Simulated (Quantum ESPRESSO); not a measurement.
GaN:

```
CELL_PARAMETERS angstrom
0.00000 2.25350 2.25350
2.25350 0.00000 2.25350
2.25350 2.25350 0.00000
ATOMIC_POSITIONS crystal
Ga 0.00000 0.00000 0.00000
N 0.25000 0.25000 0.25000
```

The cell is a database's computed one.

Base run:

* Program: Quantum ESPRESSO 7.5
* Functional: vdW-DF
* Potentials or basis: PseudoDojo 0.4.1 SR PBE standard
* Cutoff: 1143 eV
* Density cutoff: 4572 eV
* k mesh: 10 × 10 × 10
* Occupations: fermi-dirac, width 0.05 eV
* Spin: no spin polarisation

Its results: band gap on the k mesh 1.88 eV, direct; pressure 9.7 GPa.

Task: After a change of settings the same cell gave: band gap on the k mesh 1.77 eV, direct; pressure 5.8 GPa. Which change was it?
A. functional from vdW-DF to vdW-DF2
B. functional from vdW-DF to PBE; potentials or basis from PseudoDojo 0.4.1 SR PBE standard to PseudoDojo 0.5 SR PBE stringent; cutoff from 1143 eV to 1551 eV; density cutoff from 4572 eV to 6204 eV; valence electrons from 18 to 26
C. functional from vdW-DF to BP86
D. functional from vdW-DF to PBEsol; potentials or basis from PseudoDojo 0.4.1 SR PBE standard to PseudoDojo 0.4.1 SR PBEsol standard

Result: C.

Caveats: the potentials were made for another functional, which shifts forces and pressure.

Not every run made on this cell is shown here.
